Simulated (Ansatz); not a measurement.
# Pd: response to strain

Aim: deform Pd (equal xx and yy strain of -1 %) and compute stress, forces and field gradients with LAPW, PAW and all-electron datasets made for the crystal.

Computed with Ansatz 0.2.0 (DFT PBE, scalar-relativistic, unless a step's input says otherwise).

### 1 The system as given

It takes space group Fm-3m (No. 225, cubic). Conventional cell: a = 3.890 Å, b = 3.890 Å, c = 3.890 Å, α = 90.00°, β = 90.00°, γ = 90.00°. Pd (site symmetry m-3m) is surrounded by 12 Pd at 2.75 Å.

As a file:

```cif
data_structure
_symmetry_space_group_name_H-M 'Fm-3m'
_symmetry_Int_Tables_number 225
_cell_length_a 3.8898
_cell_length_b 3.8898
_cell_length_c 3.8898
_cell_angle_alpha 90.000
_cell_angle_beta 90.000
_cell_angle_gamma 90.000
_cell_volume 58.85
loop_
_atom_site_label
_atom_site_type_symbol
_atom_site_symmetry_multiplicity
_atom_site_Wyckoff_symbol
_atom_site_fract_x
_atom_site_fract_y
_atom_site_fract_z
_atom_site_occupancy
Pd1 Pd 4 a 0.00000 0.00000 0.00000 1
```

The file gives the conventional cell by its symmetry; the runs use the cell typed in the input.

### 2 The deformed structure

Space group Fm-3m before, I4/mmm after.

### 3 All-electron LAPW

input.yaml

```yaml
crystal:
  lattice:
    - [0.0, 1.925451, 1.9449]
    - [1.925451, 0.0, 1.9449]
    - [1.925451, 1.925451, 0.0]
  atoms:
    - { symbol: Pd, position: [0.0, 0.0, 0.0] }
kpoints:
  mp_grid: { grid: [18, 18, 18] }
  band_path:
    path:
      - [0.0, 0.0, 0.0]
      - [0.0, 0.5, 0.5]
      - [0.25, 0.75, 0.5]
      - [0.0, 0.5, 0.0]
      - [0.0, 0.0, 0.0]
      - [0.5, 0.5, 0.0]
      - [0.3725125, 0.6274875, 0.0]
      - [-0.3725125, 0.3725125, 0.0]
      - [0.0, 0.0, 0.0]
    npoints: 5
scf:
  occupations: { method: fermi_dirac, width: 0.05 }
hamiltonian:
  xc: pbe
  pseudopotentials: { kind: all_electron, lapw: { basis_error: 0.00025 } }
output:
  forces: true
  stress: true
  eigenvalues: true
```

On the command line:

```sh
ansatz run input.yaml --threads 1 --pin off --max-ram 3072MiB --backend cpu --events-out ev --progress --plain --runs-dir out
```

### 4 PAW with frozen cores

input.yaml

```yaml
crystal:
  lattice:
    - [0.0, 1.925451, 1.9449]
    - [1.925451, 0.0, 1.9449]
    - [1.925451, 1.925451, 0.0]
  atoms:
    - { symbol: Pd, position: [0.0, 0.0, 0.0] }
kpoints:
  mp_grid: { grid: [18, 18, 18] }
scf:
  occupations: { method: fermi_dirac, width: 0.05 }
hamiltonian:
  xc: pbe
  pseudopotentials: { kind: paw }
output:
  forces: true
  stress: true
  eigenvalues: true
  efg: { contact_densities: true }
```

### 5 All-electron PAW on datasets made for the crystal

input.yaml, as its differences from that of step 4:

```diff
@@ -13,3 +13,3 @@
   xc: pbe
-  pseudopotentials: { kind: paw }
+  pseudopotentials: { kind: all_electron, datasets: crystal }
 output:
```

(Steps that only read results are left out.)

**Question.** What will these runs give? Wanted: pressure; largest shear or deviatoric stress.

The runs gave:

| quantity | value |
| --- | --- |
| pressure | LAPW 11.94, PAW 12.04, crystal datasets 11.95 GPa |
| largest shear or deviatoric stress (LAPW) | 0.47 GPa |

In words: The largest part of the stress beyond the pressure is 0.47 GPa in size, in the zz component. No run of the undeformed cell stands beside it, so the pressure holds what the given cell had before the change. PAW: stress within 0.10 GPa of LAPW. Crystal datasets: stress within 0.01 GPa of LAPW.
